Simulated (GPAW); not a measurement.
Runs of GPAW 26.7.0 on CdSe. It takes space group F-43m (No. 216, cubic). The conventional cell has a = 6.141 Å, b = 6.141 Å, c = 6.141 Å, α = 90.00°, β = 90.00°, γ = 90.00°. Around Cd (site symmetry -43m) lie 4 Se at 2.66 Å. Around Se (site symmetry -43m) lie 4 Cd at 2.66 Å. Measurements of this composition are mostly on another form, of space group No. 186.

```tsv
task	level	potentials or basis	k mesh	cutoff (eV)	smearing	maxiter	convergence	band path	band points	data set	grid spacing	other keys	mesh quality	gap on the mesh (eV)	pressure (GPa)	V0 of scaled cells (Å³/atom)	B0 (GPa)
equation of state	optPBE-vdW	GPAW PAW data sets (gpaw-data 1.2.1), pw	6 × 6 × 6	600	fermi-dirac 0.05 eV	150	-	-	-	-	-	-	not flagged	-	-	(b)	43
single point	PBE	GPAW PAW data sets (gpaw-data 1.2.1), pw	6 × 6 × 6	1200	fermi-dirac 0.05 eV	60	-	-	-	-	-	several, not listed	not flagged	0.54	1.1	-	-
single point	LDA	the program's PAW data sets (release 1.2.1) made for this functional, pw	6 × 6 × 6	450	fermi-dirac 0.05 eV	120	default	-	-	-	-	-	not flagged	(a)	-4.2	-	-
equation of state	revPBE	the program's PAW data sets (release 1.2.1) made for this functional, pw	6 × 6 × 6	600	fermi-dirac 0.05 eV	150	-	-	-	-	-	-	not flagged	-	-	30.53	41
band structure	LDA	JTH PAW 2.0, LDA, pw	6 × 6 × 6	600	fermi-dirac 0.05 eV	150	-	GXWKGLUWLK,UX	60	Cd jth, Se jth	-	-	not flagged	(c)	-3.2	-	-
band structure	PBE	GPAW PAW data sets (gpaw-data 1.2.1), fd	6 × 6 × 6	-	fermi-dirac 0.05 eV	150	-	GXWKGLUWLK,UX	100	-	0.16 Å	-	not flagged	0.54	-	-	-
```

Alike in all rows: no spin polarisation; cell as given.

Problem. Estimate the missing entries.

Solution. (a) 0.27; (b) 30.31; (c) 0.26.

Caveats: the PAW data sets were made with another functional, which shifts forces and pressure a little (some runs); the cutoff is short for stress and forces, so pressures can be off by a GPa or more (some runs); the program truncates these outside data sets (some runs).

A k mesh can miss the band edges, and the runs leave out spin-orbit coupling on Cd, Se.
